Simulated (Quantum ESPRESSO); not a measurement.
# PbS (Pm-3m) in Quantum ESPRESSO: settings compared, part 3 of 3

Quantum ESPRESSO 7.5.

## (6) Phonons, PBE

Input file pw.in:

```
&CONTROL
  calculation = 'scf'
  prefix = 'pwscf'
  outdir = './tmp'
  pseudo_dir = './pseudo'
  tprnfor = .true.
  tstress = .true.
  disk_io = 'low'
/
&SYSTEM
  ibrav = 0
  A = 3.653659
  nat = 2
  ntyp = 2
  ecutwfc = 52
  ecutrho = 312
  nbnd = 16
  occupations = 'smearing'
  smearing = 'mv'
  degauss = 0.01469973
/
&ELECTRONS
  conv_thr = 4d-10
  electron_maxstep = 120
  mixing_beta = 0.5
/
ATOMIC_SPECIES
Pb   207.2000 Pb.GGA_PBE-JTH.UPF
S     32.0600 S.GGA_PBE-JTH.UPF
CELL_PARAMETERS alat
   1.0000000000    0.0000000000    0.0000000000
   0.0000000000    1.0000000000    0.0000000000
   0.0000000000    0.0000000000    1.0000000000
ATOMIC_POSITIONS alat
Pb     0.0000000000    0.0000000000    0.0000000000
S      0.5000000000    0.5000000000    0.5000000000
K_POINTS automatic
7 7 7 0 0 0
```

Input file scf2.in:

```
&CONTROL
  calculation = 'scf'
  prefix = 'pwscf'
  outdir = './tmp'
  pseudo_dir = './pseudo'
  tprnfor = .true.
  tstress = .true.
  disk_io = 'low'
/
&SYSTEM
  ibrav = 0
  A = 3.653659
  nat = 2
  ntyp = 2
  ecutwfc = 52
  ecutrho = 312
  nbnd = 16
  occupations = 'fixed'
/
&ELECTRONS
  conv_thr = 1d-13
  electron_maxstep = 120
  mixing_beta = 0.5
  startingpot = 'file'
  startingwfc = 'file'
/
ATOMIC_SPECIES
Pb   207.2000 Pb.GGA_PBE-JTH.UPF
S     32.0600 S.GGA_PBE-JTH.UPF
CELL_PARAMETERS alat
   1.0000000000    0.0000000000    0.0000000000
   0.0000000000    1.0000000000    0.0000000000
   0.0000000000    0.0000000000    1.0000000000
ATOMIC_POSITIONS alat
Pb     0.0000000000    0.0000000000    0.0000000000
S      0.5000000000    0.5000000000    0.5000000000
K_POINTS automatic
7 7 7 0 0 0
```

Input file ph.in:

```
phonons of PbS
&INPUTPH
  prefix = 'pwscf'
  outdir = './tmp'
  tr2_ph = 1d-16
  fildyn = 'dyn'
  niter_ph = 60
  alpha_mix(1) = 0.7
  epsil = .true.
/
0.0000000000 0.0000000000 0.0000000000
```

Input file dynmat.in:

```
&INPUT
  fildyn = 'dyn'
  asr = 'crystal'
  lperm = .true.
  filout = 'dynmat.disp'
  fileig = 'dynmat.eig'
/
```

Input file dynmat_lo.in:

```
&INPUT
  fildyn = 'dyn'
  asr = 'crystal'
  filout = 'dynmat_lo.disp'
  fileig = 'dynmat_lo.eig'
  q(1) = 0
  q(2) = 0
  q(3) = 1
/
```

Potentials or basis: JTH 2.0 PBE.

The run is started by

```console
OMP_NUM_THREADS=1 pw.x -in pw.in > pw.out
OMP_NUM_THREADS=1 pw.x -in scf2.in > scf2.out
OMP_NUM_THREADS=1 ph.x -in ph.in > ph.out
OMP_NUM_THREADS=1 dynmat.x -in dynmat.in > dynmat.out
OMP_NUM_THREADS=1 dynmat.x -in dynmat_lo.in > dynmat_lo.out
```

pw.out:

```text
This program is part of the open-source Quantum ESPRESSO suite
     for quantum simulation of materials; please cite
         "P. Giannozzi et al., J. Phys.:Condens. Matter 21 395502 (2009);
         "P. Giannozzi et al., J. Phys.:Condens. Matter 29 465901 (2017);
         "P. Giannozzi et al., J. Chem. Phys. 152 154105 (2020);
     in publications or presentations arising from this work. More details at

     file Pb.GGA_PBE-JTH.UPF: wavefunction(s)  0S 6P 0P 5D 0D renormalized
     file S.GGA_PBE-JTH.UPF: wavefunction(s)  3S 0S 3P 0P renormalized
     Message from routine setup:
     using ibrav=0 with symmetry is DISCOURAGED, use correct ibrav instead

     G-vector sticks info
     --------------------
     sticks:   dense  smooth     PW     G-vecs:    dense   smooth      PW
     Sum        1185     793    241                30647    16831    2777

     Using Slab Decomposition

     bravais-lattice index     =            0
     lattice parameter (alat)  =       6.9044  a.u.
     unit-cell volume          =     329.1400 (a.u.)^3
     number of atoms/cell      =            2
     number of atomic types    =            2
     number of electrons       =        20.00
     number of Kohn-Sham states=           16
     kinetic-energy cutoff     =      52.0000  Ry
     charge density cutoff     =     312.0000  Ry
     scf convergence threshold =      4.0E-10
[... 120 lines left out ...]
     estimated scf accuracy    <       0.04923315 Ry

     iteration #  3     ecut=    52.00 Ry     beta= 0.50
     Davidson diagonalization with overlap
     ethr =  2.46E-04,  avg # of iterations =  2.4

     negative rho (up, down):  5.959E-02 0.000E+00

     total energy              =    -936.89046348 Ry
     estimated scf accuracy    <       0.00198448 Ry

     iteration #  4     ecut=    52.00 Ry     beta= 0.50
     Davidson diagonalization with overlap
     c_bands:  1 eigenvalues not converged
     ethr =  9.92E-06,  avg # of iterations =  7.5

     negative rho (up, down):  5.909E-02 0.000E+00

     total energy              =    -936.89070753 Ry
     estimated scf accuracy    <       0.00090301 Ry
[... 55 lines left out ...]
     iteration # 11     ecut=    52.00 Ry     beta= 0.50
     Davidson diagonalization with overlap
     ethr =  2.77E-12,  avg # of iterations =  2.0

     negative rho (up, down):  5.903E-02 0.000E+00

     End of self-consistent calculation

          k = 0.0000 0.0000 0.0000 (  2103 PWs)   bands (ev):

    -8.2690  -8.2690  -8.0581  -8.0581  -8.0581  -4.4791   1.9088   7.0637
     7.0637   7.0637  14.1489  14.1489  15.1587  15.1587  15.1587  21.2773
[... 93 lines left out ...]
    -8.1813  -8.1757  -8.1757  -8.0206  -8.0206  -2.2385   2.3554   5.8706
     6.1282   6.1282   8.6285   8.6285   9.4897  21.1584  21.5275  21.5275

     the Fermi energy is     8.5916 ev

!    total energy              =    -936.89093457 Ry
     total all-electron energy =      -936.890935 Ry
     estimated scf accuracy    <          6.2E-11 Ry
     smearing contrib. (-TS)   =       0.00044029 Ry
     internal energy E=F+TS    =    -936.89137486 Ry

     The total energy is F=E-TS. E is the sum of the following terms:
     one-electron contribution =     -26.54271959 Ry
     hartree contribution      =      37.91653789 Ry
     xc contribution           =     -23.54606256 Ry
     ewald contribution        =    -114.85089960 Ry
     one-center paw contrib.   =    -809.86823100 Ry

     convergence has been achieved in  11 iterations

     negative rho (up, down):  5.903E-02 0.000E+00

     Forces acting on atoms (cartesian axes, Ry/au):

     atom    1 type  1   force =     0.00000000    0.00000000    0.00000000
     atom    2 type  2   force =     0.00000000    0.00000000    0.00000000

     Total force =     0.000000     Total SCF correction =     0.000000

     Computing stress (Cartesian axis) and pressure

     negative rho (up, down):  5.903E-02 0.000E+00
          total   stress  (Ry/bohr**3)                   (kbar)     P=       -3.79
  -0.00002575   0.00000000   0.00000000           -3.79        0.00        0.00
   0.00000000  -0.00002575   0.00000000            0.00       -3.79        0.00
   0.00000000   0.00000000  -0.00002575            0.00        0.00       -3.79

=------------------------------------------------------------------------------=
   JOB DONE.
=------------------------------------------------------------------------------=
```

scf2.out:

```text
This program is part of the open-source Quantum ESPRESSO suite
     for quantum simulation of materials; please cite
         "P. Giannozzi et al., J. Phys.:Condens. Matter 21 395502 (2009);
         "P. Giannozzi et al., J. Phys.:Condens. Matter 29 465901 (2017);
         "P. Giannozzi et al., J. Chem. Phys. 152 154105 (2020);
[... 331 lines left out ...]
   0.00000000   0.00000114   0.00000000            0.00        0.17        0.00
   0.00000000   0.00000000   0.00000114            0.00        0.00        0.17

=------------------------------------------------------------------------------=
   JOB DONE.
=------------------------------------------------------------------------------=
```

ph.out:

```text
This program is part of the open-source Quantum ESPRESSO suite
     for quantum simulation of materials; please cite
         "P. Giannozzi et al., J. Phys.:Condens. Matter 21 395502 (2009);
         "P. Giannozzi et al., J. Phys.:Condens. Matter 29 465901 (2017);
         "P. Giannozzi et al., J. Chem. Phys. 152 154105 (2020);
     in publications or presentations arising from this work. More details at

[... 310 lines left out ...]

     INITIALIZATION:

     DIELECTRIC CONSTANT AND EFFECTIVE CHARGES:

     DYNAMICAL MATRIX:

      Additional routines

=------------------------------------------------------------------------------=
   JOB DONE.
=------------------------------------------------------------------------------=
```

Wall time 3.3 min (1 thread of Arm Neoverse V2, shared host); peak memory 0.16 GiB.

What came out:

* Free energy: -12747.0534 eV
* Pressure after relaxing: 0.0 GPa
* Electronic dielectric tensor (diagonal): 16.84
* Born charges (mean of the diagonal): Pb +4.90; S -4.89 e
* Highest phonon frequency at Γ, LO-TO splitting left out: -5 cm⁻¹
* Most unstable mode: 112i cm⁻¹

Phonon frequencies in cm⁻¹ (negative: imaginary):
| q point | frequencies |
| --- | --- |
| (0.000, 0.000, 0.000) | -112 -112 -112 -5 -5 -5 |

Electronic dielectric tensor:
```
16.84  0.00  0.00
 0.00 16.84  0.00
 0.00  0.00 16.84
```

Born effective charge tensors (e):
atom 1, Pb
```
4.90 0.00 0.00
0.00 4.90 0.00
0.00 0.00 4.90
```
atom 2, S
```
-4.89  0.00  0.00
 0.00 -4.89  0.00
 0.00  0.00 -4.89
```

Optical modes at Γ, degenerate ones joined:
```tsv
cm⁻¹	components	symmetry	active in	IR intensity, summed ((D/Å)²/amu)
112i	3	T1u	IR	59.80
```

Zone-centre frequencies without and with the macroscopic field along z (cm⁻¹):
|  | optical modes in rising order |
| --- | --- |
| without | 112i 112i 112i |
| with the field | 112i 112i 198 |

Caveat: the mesh is thin for the dielectric tensor, Born charges and intensities, which usually come out too large; some modes are imaginary; the gap is small at this level, which inflates the dielectric constant; on a mesh that holds Γ this program's dielectric tensor can be off by some percent beyond the error of the mesh. The run has no spin-orbit coupling, so splittings on Pb are missing.

## (7) Overview

| level | potentials or basis | cutoff (eV) | pressure (GPa) |
| --- | --- | --- | --- |
| vdW-DF-cx | PseudoDojo 0.4.1 SR PBE standard | 762 | 0.0 |
| PBE | SPMS 1.0 PBE | 680 | 0.2 |
| PBE | SG15 PBE 1.2 | 762 | 0.2 |
| PBE | GBRV 1.5 PBE | 612 | 0.1 |
| PBE | JTH 2.0 PBE | 707 | 0.0 |

Alike in all rows: task phonons; no spin polarisation; cell relaxed; k mesh 7 × 7 × 7; smearing cold 0.2 eV.

Caveats: some modes are imaginary; the gap is small at this level, which inflates the dielectric constant (some runs); on a mesh that holds Γ this program's dielectric tensor can be off by some percent beyond the error of the mesh (some runs); the mesh is thin for the phonons of a metal (some runs); the potentials were made for another functional, which shifts forces and pressure (some runs).

Absolute energies hang on the potentials; compare differences alone.
